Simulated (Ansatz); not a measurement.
## BaSnO3 under a change: pressure 15 GPa

Start from BaSnO₃ in the cubic perovskite structure (space group Pm-3m, No. 221; a = 4.1762 Å).

It is then changed as follows: a hydrostatic pressure of 15 GPa.

Computed with PBE/PAW in Ansatz (an electronic-structure program), without spin-orbit coupling, earlier PAW set. Γ-centred 8×8×8 mesh, Fermi–Dirac width 0.05 eV.

The volume per atom shrinks by 1.25 Å³, from 14.57 Å³ to 13.32 Å³ and the density increases by 0.65 g/cm³ (6.93 g/cm³ → 7.58 g/cm³). The lattice parameter a drops by 0.233 bohr, from 7.892 bohr to 7.659 bohr and the shortest interatomic distance decreases by 0.116 bohr (3.946 bohr → 3.830 bohr). The enthalpy H = E + PV relative to the base's energy is +1.30 eV/atom and the band gap rises by 1.13 eV to 1.61 eV. The gap character remains indirect, R → Γ and the smallest direct gap rises by 1.094 eV (0.97 eV → 2.07 eV). The mean gap deformation potential ΔEg/Δln V is -12.6 eV and the width of the top valence band goes up by 0.03 eV to 1.00 eV. The electron mass becomes 0.20 mₑ (at Γ) (base: 0.13 mₑ (at Γ)).

Load acts through the strain it causes; cell and atoms are relaxed under it. Effective masses come from finite differences of ±0.01 Å⁻¹. Whether these cells are dynamically stable was not tested. Competing high-pressure phases were not computed.
